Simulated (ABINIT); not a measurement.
# Pb (Im-3m) in ABINIT: convergence with k mesh

Aim: find how far k mesh must go before the results for Pb settle, at PBE. This setting moves, with any that are tied to it; all else stays.

Everything below comes from runs of ABINIT 10.8.3 (patched build). Logs are shortened: lines on timing, memory, paths and dates and some standing lists are left out, and cuts for length are marked. The log counts tension as positive stress, the text compression.

## Step 1: The crystal as given

Symmetry: Im-3m, No. 229, cubic system. The conventional cell has a = 3.959 Å, b = 3.959 Å, c = 3.959 Å, α = 90.00°, β = 90.00°, γ = 90.00°. Pb (site symmetry m-3m) is surrounded by 8 Pb at 3.43 Å.

This isn't the form of Pb at room conditions, which is fcc.

## Step 2: With k mesh 2 × 2 × 2

Contents of run.abi:

```
# Pseudopotentials
pp_dirpath "./"
pseudos "Pb.GGA_PBE-JTH.xml"

# Structure
acell 3*1.0
rprim
    -3.7410144011     3.7410144011     3.7410144011
     3.7410144011    -3.7410144011     3.7410144011
     3.7410144011     3.7410144011    -3.7410144011
ntypat 1
znucl 82
natom 1
typat 1
xred
     0.0000000000     0.0000000000     0.0000000000

# Plane-wave basis
ecut 22.0
pawecutdg 44.0
pawxcdev 0

# k points
kptopt 1
ngkpt 2 2 2
nshiftk 1
shiftk 0.0 0.0 0.0

# Exchange and correlation
ixc 11

# Bands and occupations
nband 11
occopt 4
tsmear 0.00367493

# SCF cycle
nstep 100
tolvrs 1.0e-9

# Output
iomode 3
prtwf 0
prtden 0
prteig 0
prtebands 0
prtvol 2
```

Potentials or basis: JTH PAW PBE v2.0.

Run with:

```sh
$ abinit run.abi > log 2>&1
```

run.abo:

```text
.Version 10.8.3 of ABINIT
 Symmetries : space group Im -3 m (#229); Bravais cI (body-center cubic)
================================================================================
 Values of the parameters that define the memory need of the present run
     intxc =       0    ionmov =       0      iscf =      17    lmnmax =      18
     lnmax =       6     mgfft =      30  mpssoang =       3    mqgrid =    3001
     natom =       1  nloc_mem =       2    nspden =       1   nspinor =       1
    nsppol =       1      nsym =      48    n1xccc =       1    ntypat =       1
    occopt =       4   xclevel =       2
       mpw =         528          nfft =       27000          nkpt =           3
 PAW method is used; the additional fine FFT grid is defined by:
   mgfftf=        40    nfftf =     64000
================================================================================
================================================================================

--------------------------------------------------------------------------------
------------- Echo of variables that govern the present computation ------------
--------------------------------------------------------------------------------
 -outvars: echo values of preprocessed input variables --------
            acell      1.0000000000E+00  1.0000000000E+00  1.0000000000E+00 Bohr
              amu      2.07200000E+02
             ecut      2.20000000E+01 Hartree
              ixc          11
         kptrlatt        2    0    0      0    2    0      0    0    2
          kptrlen      1.29592540E+01
            natom           1
            nband          11
            ngfft          30      30      30
          ngfftdg          40      40      40
             nkpt           3
            nstep         100
             nsym          48
           ntypat           1
           occopt           4
        pawecutdg      4.40000000E+01 Hartree
         pawxcdev           0
           prtden           0
        prtebands           0
           prteig           0
           prtvol           2
            prtwf           0
            rprim     -3.7410144011E+00  3.7410144011E+00  3.7410144011E+00
                       3.7410144011E+00 -3.7410144011E+00  3.7410144011E+00
                       3.7410144011E+00  3.7410144011E+00 -3.7410144011E+00
          spgroup         229
           tolvrs      1.00000000E-09
           tsmear      3.67493000E-03 Hartree
            typat      1
           useylm           1
            znucl       82.00000

================================================================================

 chkinp: Checking input parameters for consistency.

================================================================================
== DATASET  1 ==================================================================

--- !DatasetInfo
iteration_state: {dtset: 1, }
dimensions: {natom: 1, nkpt: 3, mband: 11, nsppol: 1, nspinor: 1, nspden: 1, mpw: 528, }
cutoff_energies: {ecut:  22.0, pawecutdg:  44.0, }
electrons: {nelect:   1.40000000E+01, charge:   0.00000000E+00, occopt:   4.00000000E+00, tsmear:   3.67493000E-03, }
meta: {optdriver: 0, ionmov: 0, optcell: 0, iscf: 17, paral_kgb: 0, }
...

 Exchange-correlation functional for the present dataset will be:
  GGA: Perdew-Burke-Ernzerhof functional - ixc=11
  J.P.Perdew, K.Burke, M.Ernzerhof, PRL 77, 3865 (1996)

 Real(R)+Recip(G) space primitive vectors, cartesian coordinates (Bohr,Bohr^-1):
 R(1)= -3.7410144  3.7410144  3.7410144  G(1)=  0.0000000  0.1336536  0.1336536
 R(2)=  3.7410144 -3.7410144  3.7410144  G(2)=  0.1336536  0.0000000  0.1336536
 R(3)=  3.7410144  3.7410144 -3.7410144  G(3)=  0.1336536  0.1336536  0.0000000
 Unit cell volume ucvol=  2.0942481E+02 bohr^3
 Angles (23,13,12)=  1.09471221E+02  1.09471221E+02  1.09471221E+02 degrees

 Coarse grid specifications (used for wave-functions):
[... 79 lines left out ...]

================================================================================

 ----iterations are completed or convergence reached----

 Mean square residual over all n,k,spin=   64.319E-07; max=  21.225E-05
   0.0000  0.0000  0.0000    1  2.12252E-04 kpt; spin; max resid(k); each band:
  6.81E-14 3.80E-13 5.36E-13 3.03E-14 5.35E-13 7.12E-14 7.66E-14 1.55E-13
  2.63E-14 1.57E-10 2.12E-04
   0.5000  0.0000  0.0000    1  5.15571E-11 kpt; spin; max resid(k); each band:
  2.15E-12 2.06E-12 7.32E-14 3.28E-14 5.05E-14 1.53E-12 1.73E-14 3.28E-14
  2.72E-13 1.88E-11 5.16E-11
   0.5000  0.5000  0.5000    1  1.62513E-11 kpt; spin; max resid(k); each band:
  4.77E-12 1.12E-12 5.44E-14 3.87E-14 5.68E-14 1.42E-14 3.08E-14 4.30E-14
  4.44E-14 1.63E-11 8.22E-12
 reduced coordinates (array xred) for    1 atoms
       0.000000000000      0.000000000000      0.000000000000
 rms dE/dt=  0.0000E+00; max dE/dt=  0.0000E+00; dE/dt below (all hartree)
    1       0.000000000000      0.000000000000      0.000000000000

 cartesian coordinates (angstrom) at end:
    1      0.00000000000000     0.00000000000000     0.00000000000000

 cartesian forces (hartree/bohr) at end:
    1     -0.00000000000000    -0.00000000000000    -0.00000000000000
 frms,max,avg= 0.0000000E+00 0.0000000E+00   0.000E+00  0.000E+00  0.000E+00 h/b

 cartesian forces (eV/Angstrom) at end:
    1     -0.00000000000000    -0.00000000000000    -0.00000000000000
 frms,max,avg= 0.0000000E+00 0.0000000E+00   0.000E+00  0.000E+00  0.000E+00 e/A
 length scales=  1.000000000000  1.000000000000  1.000000000000 bohr
              =  0.529177210544  0.529177210544  0.529177210544 angstroms
 Fermi (or HOMO) energy (hartree) =   0.24827   Average Vxc (hartree)=  -0.34340
 Eigenvalues (hartree) for nkpt=   3  k points:
 kpt#   1, nband= 11, wtk=  0.12500, kpt=  0.0000  0.0000  0.0000 (reduced coord)
  -0.36901   -0.36901   -0.36901   -0.36117   -0.36117   -0.16607    0.53324    0.53324
   0.53324    0.66972    0.67014
      occupation numbers for kpt#   1
   2.00000    2.00000    2.00000    2.00000    2.00000    2.00000    0.00000    0.00000
   0.00000    0.00000    0.00000
 kpt#   2, nband= 11, wtk=  0.75000, kpt=  0.5000  0.0000  0.0000 (reduced coord)
  -0.37188   -0.36905   -0.36154   -0.36144   -0.35570   -0.02908    0.11551    0.38460
   0.44756    0.53516    0.58715
      occupation numbers for kpt#   2
   2.00000    2.00000    2.00000    2.00000    2.00000    2.00000    2.00000    0.00000
   0.00000    0.00000    0.00000
 kpt#   3, nband= 11, wtk=  0.12500, kpt=  0.5000  0.5000  0.5000 (reduced coord)
  -0.37119   -0.37119   -0.35696   -0.35696   -0.35696    0.06707    0.24724    0.24724
   0.24724    0.43002    0.43002
      occupation numbers for kpt#   3
   2.00000    2.00000    2.00000    2.00000    2.00000    2.00000    1.33333    1.33333
   1.33333    0.00000    0.00000
 Total charge density [el/Bohr^3]
)     Maximum=    1.9619E+00  at reduced coord.    0.0000    0.0000    0.0000
)Next maximum=    1.9095E+00  at reduced coord.    0.9750    0.9750    0.9750
)     Minimum=    9.3826E-03  at reduced coord.    0.7500    0.5000    0.2500
)Next minimum=    9.3826E-03  at reduced coord.    0.5000    0.7500    0.2500
   Integrated=    1.4000E+01

--- !EnergyTerms
iteration_state     : {dtset: 1, }
comment             : Components of total free energy in Hartree
kinetic             :  4.95854468767306E+00
hartree             :  1.76812976503179E+01
xc                  : -2.51895983563628E+00
Ewald energy        : -4.76668678349649E+01
psp_core            :  1.57397644975595E+00
local_psp           : -5.76087923991949E+01
PAW spherical_terms :  2.23155733527400E+01
internal            : -6.12652279293091E+01
'-kT*entropy'       : -2.92911883497436E-04
total_energy        : -6.12655208411926E+01
total_energy_eV     : -1.66711975117089E+03
...

--- !EnergyTermsDC
iteration_state     : {dtset: 1, }
comment             : '"Double-counting" decomposition of free energy'
band_energy         : -3.41155866712754E+00
Ewald energy        : -4.76668678349649E+01
psp_core            :  1.57397644975595E+00
xc_dc               : -1.74963057625644E+01
PAW spherical_terms :  5.73552058808554E+00
internal            : -6.12652352268153E+01
'-kT*entropy'       : -2.92911883497436E-04
total_energy_dc     : -6.12655281386988E+01
total_energy_dc_eV  : -1.66711994974615E+03
...

--- !EnergyTermsWithPAWCore
iteration_state     : {dtset: 1, }
comment             : 'Components of total free energy, including PAW core contributions'
Total energy        : -2.08820991130699E+04
Total energy DC     : -2.08820991203674E+04
Total energy (eV)   : -5.68230864592603E+05
Total energy DC (eV): -5.68230864791178E+05
...

 Cartesian components of stress tensor (hartree/bohr^3)
  sigma(1 1)=  2.18030778E-04  sigma(3 2)=  0.00000000E+00
  sigma(2 2)=  2.18030778E-04  sigma(3 1)=  0.00000000E+00
  sigma(3 3)=  2.18030778E-04  sigma(2 1)=  0.00000000E+00

-Cartesian components of stress tensor (GPa)         [Pressure= -6.4147E+00 GPa]
- sigma(1 1)=  6.41468695E+00  sigma(3 2)=  0.00000000E+00
- sigma(2 2)=  6.41468695E+00  sigma(3 1)=  0.00000000E+00
- sigma(3 3)=  6.41468695E+00  sigma(2 1)=  0.00000000E+00

== END DATASET(S) ==============================================================
================================================================================

 -outvars: echo values of variables after computation  --------
            acell      1.0000000000E+00  1.0000000000E+00  1.0000000000E+00 Bohr
           etotal     -6.1265528139E+01
            fcart     -0.0000000000E+00 -0.0000000000E+00 -0.0000000000E+00
            rprim     -3.7410144011E+00  3.7410144011E+00  3.7410144011E+00
                       3.7410144011E+00 -3.7410144011E+00  3.7410144011E+00
                       3.7410144011E+00  3.7410144011E+00 -3.7410144011E+00
           strten      2.1803077768E-04  2.1803077768E-04  2.1803077768E-04
                       0.0000000000E+00  0.0000000000E+00  0.0000000000E+00
 Calculation completed.
```

It took 2.6 s on 1 thread of Arm Neoverse V2, shared host; peak memory 0.09 GiB.

What came out:

```yaml
Free_energy: -1667.1199 eV
Pressure: -6.4 GPa
Band_gap_on_the_k_mesh: none (metal or under the smearing width)
Valence_electrons_inside_the_program's_atomic_spheres: Pb 11.39 (radii [1.2714] Å)
```

## Step 3: With k mesh 3 × 3 × 3

Changes to run.abi since step 2:

```diff
@@ -24,3 +24,3 @@
 kptopt 1
-ngkpt 2 2 2
+ngkpt 3 3 3
 nshiftk 1
```

Potentials or basis: JTH PAW PBE v2.0.

Run with:

```sh
$ abinit run.abi > log 2>&1
```

Wall time 3 s (1 thread of Arm Neoverse V2, shared host); peak memory 0.09 GiB.

It converged, with:

```
Free energy                                           : -1665.2780 eV
Pressure                                              : 0.7 GPa
Band gap on the k mesh                                : none (metal or under the smearing width)
Valence electrons inside the program's atomic spheres : Pb 11.37 (radii [1.2714] Å)
```

## Step 4: With k mesh 4 × 4 × 4

Changes to run.abi since step 3:

```diff
@@ -24,3 +24,3 @@
 kptopt 1
-ngkpt 3 3 3
+ngkpt 4 4 4
 nshiftk 1
```

Run with:

```sh
$ abinit run.abi > log 2>&1
```

Wall time 3.5 s (1 thread of Arm Neoverse V2, shared host); peak memory 0.09 GiB.

The run converged. Its results:

* Free energy: -1665.1894 eV
* Pressure: 0.0 GPa
* Band gap on the k mesh: none (metal or under the smearing width)
* Valence electrons inside the program's atomic spheres: Pb 11.37 (radii [1.2714] Å)

## Step 5: With k mesh 5 × 5 × 5

Changes to run.abi since step 4:

```diff
@@ -24,3 +24,3 @@
 kptopt 1
-ngkpt 4 4 4
+ngkpt 5 5 5
 nshiftk 1
```

Run with:

```sh
$ abinit run.abi > log 2>&1
```

It took 4.6 s on 1 thread of Arm Neoverse V2, shared host; peak memory 0.09 GiB.

The run converged. Its results:

```yaml
Free_energy: -1665.3345 eV
Pressure: 2.9 GPa
Band_gap_on_the_k_mesh: none (metal or under the smearing width)
Valence_electrons_inside_the_program's_atomic_spheres: Pb 11.40 (radii [1.2714] Å)
```

## Step 6: With k mesh 7 × 7 × 7

Changes to run.abi since step 5:

```diff
@@ -24,3 +24,3 @@
 kptopt 1
-ngkpt 5 5 5
+ngkpt 7 7 7
 nshiftk 1
@@ -46,2 +46 @@
 prtebands 0
-prtvol 2
```

Potentials or basis: JTH PAW PBE v2.0.

Run with:

```sh
$ abinit run.abi > log 2>&1
```

Wall time 7.7 s (1 thread of Arm Neoverse V2, shared host); peak memory 0.1 GiB.

The run converged. Its results:

- Free energy: -1665.4229 eV
- Pressure: 0.5 GPa
- Band gap on the k mesh: none (metal or under the smearing width)
- Valence electrons inside the program's atomic spheres: Pb 11.38 (radii [1.2714] Å)

## Step 7: With k mesh 8 × 8 × 8

Changes to run.abi since step 6:

```diff
@@ -24,3 +24,3 @@
 kptopt 1
-ngkpt 7 7 7
+ngkpt 8 8 8
 nshiftk 1
```

Run with:

```sh
$ abinit run.abi > log 2>&1
```

Wall time 9.4 s (1 thread of Arm Neoverse V2, shared host); peak memory 0.1 GiB.

The run converged. Its results:

```
Free energy                                           : -1665.4206 eV
Pressure                                              : 1.3 GPa
Band gap on the k mesh                                : none (metal or under the smearing width)
Valence electrons inside the program's atomic spheres : Pb 11.39 (radii [1.2714] Å)
```

## Step 8: With k mesh 9 × 9 × 9

Changes to run.abi since step 7:

```diff
@@ -24,3 +24,3 @@
 kptopt 1
-ngkpt 8 8 8
+ngkpt 9 9 9
 nshiftk 1
```

Run with:

```sh
$ abinit run.abi > log 2>&1
```

Wall time 11 s (1 thread of Arm Neoverse V2, shared host); peak memory 0.1 GiB.

Results (log left out):

| Quantity | Value |
| --- | --- |
| Free energy | -1665.3800 eV |
| Pressure | 0.7 GPa |
| Band gap on the k mesh | none (metal or under the smearing width) |
| Valence electrons inside the program's atomic spheres | Pb 11.38 (radii [1.2714] Å) |

## Step 9: With k mesh 11 × 11 × 11

Changes to run.abi since step 8:

```diff
@@ -24,3 +24,3 @@
 kptopt 1
-ngkpt 9 9 9
+ngkpt 11 11 11
 nshiftk 1
```

Potentials or basis: JTH PAW PBE v2.0.

Run with:

```sh
$ abinit run.abi > log 2>&1
```

Run time: 16 s. Hardware: 1 thread of Arm Neoverse V2, shared host; peak memory 0.11 GiB.

It converged, with:

```
Free energy                                           : -1665.4015 eV
Pressure                                              : 1.3 GPa
Band gap on the k mesh                                : none (metal or under the smearing width)
Valence electrons inside the program's atomic spheres : Pb 11.39 (radii [1.2714] Å)
```

## Step 10: With k mesh 14 × 14 × 14

Changes to run.abi since step 9:

```diff
@@ -24,3 +24,3 @@
 kptopt 1
-ngkpt 11 11 11
+ngkpt 14 14 14
 nshiftk 1
```

Run with:

```sh
$ abinit run.abi > log 2>&1
```

Wall time 29 s (1 thread of Arm Neoverse V2, shared host); peak memory 0.14 GiB.

Results (log left out):

- Free energy: -1665.3917 eV
- Pressure: 1.1 GPa
- Band gap on the k mesh: none (metal or under the smearing width)
- Valence electrons inside the program's atomic spheres: Pb 11.38 (radii [1.2714] Å)

## Step 11: The series at a glance

```
      k mesh  energy less the tightest run (meV/atom)  pressure (GPa)  SCF cycles  CPU time (s)  peak memory (GiB)
   2 × 2 × 2                                 -1728.24           -6.41          11           2.6               0.09
   3 × 3 × 3                                   113.75            0.67          10             3               0.09
   4 × 4 × 4                                   202.35            0.03           9           3.5               0.09
   5 × 5 × 5                                    57.24            2.85          10           4.6               0.09
   7 × 7 × 7                                   -31.16            0.54          11           7.7                0.1
   8 × 8 × 8                                   -28.88            1.34          10           9.4                0.1
   9 × 9 × 9                                    11.67            0.74          10            11                0.1
11 × 11 × 11                                    -9.76            1.28          10            16               0.11
14 × 14 × 14                                     0.00            1.10          10            29               0.14
```

Not settled before the last step: the energy (to 1 meV/atom), the pressure (to 0.1 GPa). Meshes of other sizes hit other points, so gaps and Fermi surfaces needn't settle smoothly. The tightest run that finished is the yardstick and may itself not be fully converged.
